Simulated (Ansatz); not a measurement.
Crystal: CuO.

```
Cu O
1.0
     3.42205    0.00000    0.00000
     0.00000    3.42205    0.00000
     0.00000    0.00000    4.26046
Cu O
2 2
Direct
  0.00000 0.50000 0.00000
  0.50000 0.00000 0.50000
  0.00000 0.00000 0.25000
  0.00000 0.00000 0.75000
```

Measurements of this composition are mostly on another form, of space group No. 15.

Base run:

* Program: Ansatz 0.2.0
* Functional: PBEsol
* Potentials or basis: Ansatz PAW
* Cutoff: 420 eV (not typed: the program's choice for these potentials)
* k mesh: 8 × 8 × 6
* Occupations: fermi-dirac, width 0.05 eV
* Spin: no spin polarisation

Its results: band gap on the k mesh none (metal or under the smearing width); pressure -9.0 GPa.

Task: The run is repeated on the same cell with these changes: functional from PBEsol to BLYP. What comes out?

Result: Band gap on the k mesh none (metal or under the smearing width); pressure 2.2 GPa.

BLYP binds less tightly than PBEsol, so the same cell stands under more pressure.

Caveats: the run has no spin polarisation, though such a crystal can be magnetic; semilocal functionals often make such compounds metallic where correlation or magnetic order opens a gap, which also shifts bond lengths; the PAW data sets come from PBE, with cores solved anew for the run's functional, which leaves a small shift of forces and pressure.
